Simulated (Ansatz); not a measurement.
# H: the cost of one run

Method: DFT PBE, scalar-relativistic, plane waves, PAW, in Ansatz 0.2.0.

12 further runs of the same task are left out: 12 set aside as unsound or not needed.

### 1 The structure to begin with

It takes space group P6_3/mmc (No. 194, hexagonal). Conventional cell: a = 5.699 Å, b = 5.699 Å, c = 4.281 Å, α = 90.00°, β = 90.00°, γ = 120.00°. Around H (site symmetry -6m2) lie 8 H at 3.92 to 4.28 Å.

As a file:

```cif
data_structure
_symmetry_space_group_name_H-M 'P 1'
_symmetry_Int_Tables_number 1
_cell_length_a 5.6985
_cell_length_b 5.6985
_cell_length_c 4.2806
_cell_angle_alpha 90.000
_cell_angle_beta 90.000
_cell_angle_gamma 120.000
_cell_volume 120.38
loop_
_atom_site_label
_atom_site_type_symbol
_atom_site_fract_x
_atom_site_fract_y
_atom_site_fract_z
_atom_site_occupancy
H1 H 0.33333 0.66667 0.25000 1
H2 H 0.66667 0.33333 0.75000 1
```

It goes back to an entry of the Materials Project, which need not be the stable form.

It is the result of an earlier relaxation at this level (volume 60.19 Å³/atom; gap on the mesh: 6.79 eV, site moments up to 1.0 μB).

### 2 Plan of the line

The energy is mapped over volume and the cell's shape.

First coordinate, volume per atom: 7 values from 50.56 to 69.82 Å³. Second coordinate, c/a of the conventional cell: 7 values from 0.626 to 0.901.

Nothing else is relaxed (symmetry fixes all fractional coordinates). Energies count from the relaxed crystal. Points are written as (first, second).

### 3 Grid point (50.56 Å³, 0.665)

Input file input.yaml:

```yaml
crystal:
  lattice:
    - [5.5985368903, 0.0, 0.0]
    - [-2.7992684451, 4.848475171, 0.0]
    - [0.0, 0.0, 3.7252664468]
  atoms:
    - { symbol: H, position: [0.3333333333, 0.6666666667, 0.25], spin: 1.05 }
    - { symbol: H, position: [0.6666666667, 0.3333333333, 0.75], spin: 1.05 }
basis:
  ecutwfc: 520.0
kpoints:
  mp_grid: { grid: [6, 6, 6] }
hamiltonian:
  xc: pbe
scf:
  occupations: { method: gaussian, width: 0.05 }
output:
  forces: true
  stress: true
  eigenvalues: true
  populations: true
magnetization:
  spin_polarized: true
```

Started as:

```
ansatz run input.yaml --threads 1 --pin off --max-ram 2048MiB --backend cpu --events-out ev --progress --plain --runs-dir out
```

**Question.** How long does this run take on 1 thread of Arm Neoverse V1, shared host, and how much memory does it need?

About 14 s, with a peak of 0.32 GiB.
